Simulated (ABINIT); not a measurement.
# SnO2 (Pmmm) in ABINIT: reference runs, part 2 of 2

ABINIT 10.8.3 (patched build).

### 3 Single point, PBE

Input file run.py:

```python
import json, os
import numpy as np
from ase.units import GPa
from ase.calculators.abinit import Abinit, AbinitProfile
from ase.io import read

atoms = read('SnO2.xyz')

profile = AbinitProfile(command='abinit', pp_paths=[os.path.abspath('pseudos')])
params = dict(
    pps='pawxml', xc='PBE',
    chksymtnons=0,
    tolsym=1e-06,
    ecut=625.8619,
    pawecutdg=1224.5124,
    pawxcdev=0,
    kptopt=1,
    ngkpt=[9, 6, 5],
    nshiftk=1,
    shiftk=[0.0, 0.0, 0.0],
    ixc=11,
    nband=17,
    occopt=3,
    tsmear=0.05,
    nstep=100,
    tolvrs=1e-09,
    prtwf=0,
    prtden=0,
)

atoms.calc = Abinit(profile=profile, directory='run', **params)
energy = atoms.get_potential_energy()
forces = atoms.get_forces()
stress = atoms.get_stress()
print(f'energy {energy:.6f} eV')
print('forces (eV/A)')
print(np.round(forces, 5))
print('stress (GPa, Voigt, tension positive)', np.round(stress / GPa, 4))
json.dump(dict(energy=energy, forces=forces.tolist(), stress=stress.tolist(), cell=atoms.cell.tolist(), frac=atoms.get_scaled_positions(wrap=False).tolist()), open('results.json', 'w'))
```

Input file SnO2.xyz:

```xyz
3
Lattice="3.0232700000 0.0000000000 0.0000000000 0.0000000000 4.9646800000 0.0000000000 0.0000000000 0.0000000000 5.9769600000" Properties=species:S:1:pos:R:3 pbc="T T T"
Sn     1.5116350000      2.4823400000      0.0000000000
O      0.0000000000      2.4823400000      4.6364474112
O      0.0000000000      2.4823400000      1.3405125888
```

Potentials or basis: JTH PAW PBE v2.0.

Launch:

```bash
python run.py
```

It took 2.1 min on 1 thread of Arm Neoverse V2, shared host; peak memory 0.21 GiB.

It converged, with:

```
Free energy            : -2774.0992 eV
Pressure               : 0.2 GPa
Largest force          : 0.065 eV/Å
Band gap on the k mesh : 1.29 eV, indirect (least direct gap 1.83 eV)
```

Forces in eV/Å, atoms in the order of the input:
```
Sn   0.000  0.000  0.000
O    0.000  0.000  0.065
O    0.000  0.000 -0.065
```

Stress tensor (GPa, compression positive):
```
 0.12  0.00  0.00
 0.00  0.37  0.00
 0.00  0.00 -0.02
```

Levels at points of the mesh, in eV from the valence-band top:
```csv
k point,band 11,band 12,band 13,band 14,band 15,band 16
"(0.00, 0.00, 0.00)",-0.97,-0.79,-0.54,1.29,4.69,6.38
"(0.00, 0.50, 0.00)",-1.06,-0.79,-0.54,2.06,3.23,7.35
```

Caveat: spin-orbit coupling is left out, which moves the levels of the heavy elements; an odd mesh through Γ misses points on the zone boundary, where band edges often lie; the atomic spheres overlap.

### 4 Single point, PBE (atoms moved at random, drawn with an rms of 0.05 Å)

Input file run.abi:

```
# Pseudopotentials
pp_dirpath "./"
pseudos "Sn.GGA_PBE-JTH.xml, O.GGA_PBE-JTH.xml"

# Structure
acell 5.7131523008 9.3818854964 11.2948174578
rprim
     1.0000000000     0.0000000000     0.0000000000
     0.0000000000     1.0000000000     0.0000000000
     0.0000000000     0.0000000000     1.0000000000
ntypat 2
znucl 50 8
natom 3
typat 1 2 2
xred
     0.5074680000     0.4991730000    -0.0008730000
    -0.0043850000     0.5088600000     0.7674370000
    -0.0130290000     0.4947350000     0.2259780000
chkprim 0
chksymtnons 0
tolsym 1.0e-6

# Plane-wave basis
ecut 23.0
pawecutdg 45.0
pawxcdev 0

# k points
kptopt 1
ngkpt 9 6 5
nshiftk 1
shiftk 0.0 0.0 0.0

# Exchange and correlation
ixc 11

# Bands and occupations
nband 17
occopt 3
tsmear 0.05 eV

# SCF cycle
nstep 100
tolvrs 1.0e-9

# Output
iomode 3
prtwf 0
prteig 0
prtebands 0
prtden 1
prtvha 1
prtvclmb 1
prtpot 1
```

Potentials or basis: JTH PAW PBE v2.0.

Launch:

```bash
abinit run.abi > log 2>&1
```

run.abo:

```text
.Version 10.8.3 of ABINIT
 Symmetries : space group P1 (#  1); Bravais aP (primitive triclinic)
================================================================================
 Values of the parameters that define the memory need of the present run
     intxc =       0    ionmov =       0      iscf =      17    lmnmax =      18
     lnmax =       6     mgfft =      50  mpssoang =       3    mqgrid =    3411
     natom =       3  nloc_mem =       2    nspden =       1   nspinor =       1
    nsppol =       1      nsym =       1    n1xccc =       1    ntypat =       2
    occopt =       3   xclevel =       2
       mpw =        3216          nfft =       60750          nkpt =         136
 PAW method is used; the additional fine FFT grid is defined by:
   mgfftf=        72    nfftf =    155520
================================================================================
================================================================================

--------------------------------------------------------------------------------
------------- Echo of variables that govern the present computation ------------
--------------------------------------------------------------------------------
 -outvars: echo values of preprocessed input variables --------
            acell      5.7131523008E+00  9.3818854964E+00  1.1294817458E+01 Bohr
              amu      1.18710000E+02  1.59994000E+01
          chkprim           0
      chksymtnons           0
             ecut      2.30000000E+01 Hartree
                       outvar_i_n : Printing only first  50 k-points.
              ixc          11
                       outvar_i_n : Printing only first  50 k-points.
[... 235 lines left out ...]
'-kT*entropy'       : -3.49466260878877E-09
total_energy_dc     : -1.01944466483845E+02
total_energy_dc_eV  : -2.77405025313237E+03
...

--- !EnergyTermsWithPAWCore
iteration_state     : {dtset: 1, }
comment             : 'Components of total free energy, including PAW core contributions'
Total energy        : -6.32779344364833E+03
Total energy DC     : -6.32779344320661E+03
Total energy (eV)   : -1.72188031479901E+05
Total energy DC (eV): -1.72188031467881E+05
...

 Cartesian components of stress tensor (hartree/bohr^3)
  sigma(1 1)=  3.12586729E-05  sigma(3 2)= -6.34113299E-07
  sigma(2 2)= -1.32791771E-05  sigma(3 1)= -1.63456716E-05
  sigma(3 3)=  8.90840569E-05  sigma(2 1)= -4.48243319E-07

-Cartesian components of stress tensor (GPa)         [Pressure= -1.0500E+00 GPa]
- sigma(1 1)=  9.19661907E-01  sigma(3 2)= -1.86562574E-02
- sigma(2 2)= -3.90686880E-01  sigma(3 1)= -4.80906262E-01
- sigma(3 3)=  2.62094344E+00  sigma(2 1)= -1.31877737E-02

== END DATASET(S) ==============================================================
================================================================================

 -outvars: echo values of variables after computation  --------
            acell      5.7131523008E+00  9.3818854964E+00  1.1294817458E+01 Bohr
           etotal     -1.0194446648E+02
            fcart     -1.8322222165E-02  1.4819143043E-03 -8.9823538627E-03
                       7.1532863453E-03 -6.5984656525E-04  1.6297709111E-02
                       1.1168935819E-02 -8.2206773906E-04 -7.3153552486E-03
           strten      3.1258672874E-05 -1.3279177133E-05  8.9084056875E-05
                      -6.3411329912E-07 -1.6345671602E-05 -4.4824331869E-07
           xangst      1.5342127793E+00  2.4782342080E+00 -5.2178860764E-03
                      -1.3257038941E-02  2.5263270631E+00  4.5869402484E+00
                      -3.9390184803E-02  2.4562009581E+00  1.3506614660E+00
             xred      5.0746800000E-01  4.9917300000E-01 -8.7300000000E-04
                      -4.3850000000E-03  5.0886000000E-01  7.6743700000E-01
                      -1.3029000000E-02  4.9473500000E-01  2.2597800000E-01
 Calculation completed.
```

Wall time 5.1 min (1 thread of Arm Neoverse V2, shared host); peak memory 0.35 GiB.

What came out:

- Free energy: -2774.0503 eV
- Pressure: -1.0 GPa
- Largest force: 1.052 eV/Å
- Band gap on the k mesh: 1.30 eV, indirect (least direct gap 1.78 eV)

Forces in eV/Å, atoms in the order of the input:
```
Sn  -0.942  0.076 -0.462
O    0.368 -0.034  0.838
O    0.574 -0.042 -0.376
```

Levels at points of the mesh, in eV from the valence-band top:
```tsv
k point	band 10	band 11	band 12	band 13	band 14	band 15	band 16	band 17
(0.00, 0.00, 0.00)	-2.09	-0.90	-0.79	-0.48	1.30	4.60	6.43	6.76
(0.00, 0.50, 0.00)	-2.09	-0.99	-0.79	-0.48	2.02	3.20	7.39	7.77
```

Caveat: spin-orbit coupling is left out, which moves the levels of the heavy elements; an odd mesh through Γ misses points on the zone boundary, where band edges often lie; the atomic spheres overlap.
